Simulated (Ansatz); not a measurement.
## Be: one input, then a changed one

The cell is the one relaxed in the Materials Project (mp-20), not relaxed further here; entries there can be hypothetical. The listed cell was then made from it by scaling, straining or moving an atom.

First run: DFT, PBE, PAW with Ansatz's default frozen-core files, scalar-relativistic (Ansatz 0.2.0).

Command: `ansatz run input.yaml --threads 1 --pin off --max-ram 2048MiB --backend cpu --events-out ev --progress --plain --runs-dir out` The run took 1.6 s on 1 thread of Arm Neoverse V2, with other jobs on the host, peak memory 0.28 GiB.

```yaml
crystal:
  lattice:
    - [-1.27769819, 1.27769819, 1.27769819]
    - [1.27769819, -1.27769819, 1.27769819]
    - [1.27769819, 1.27769819, -1.27769819]
  atoms:
    - { symbol: Be, position: [0.0, 0.0, 0.0] }
kpoints:
  mp_grid: { grid: [23, 23, 23] }
scf:
  occupations: { method: fermi_dirac, width: 0.03 }
hamiltonian:
  xc: pbe
  pseudopotentials: { kind: paw }
output:
  forces: true
  stress: true
  eigenvalues: true
  efg: { contact_densities: true }
```

Result: converged; pressure -7.28 GPa; no gap on the k mesh; 6 SCF iterations.

The input is then changed:

```diff
@@ -18,3 +18,5 @@
   eigenvalues: true
   efg: { contact_densities: true }
+basis:
+  ecutwfc: "450 eV"
```

(1) Predict the outcome of the changed run.

Results:

(1) It converged; energy at zero smearing -0.2 meV/atom from the first run; pressure -7.27 GPa; no gap on the k mesh; 6 SCF iterations.
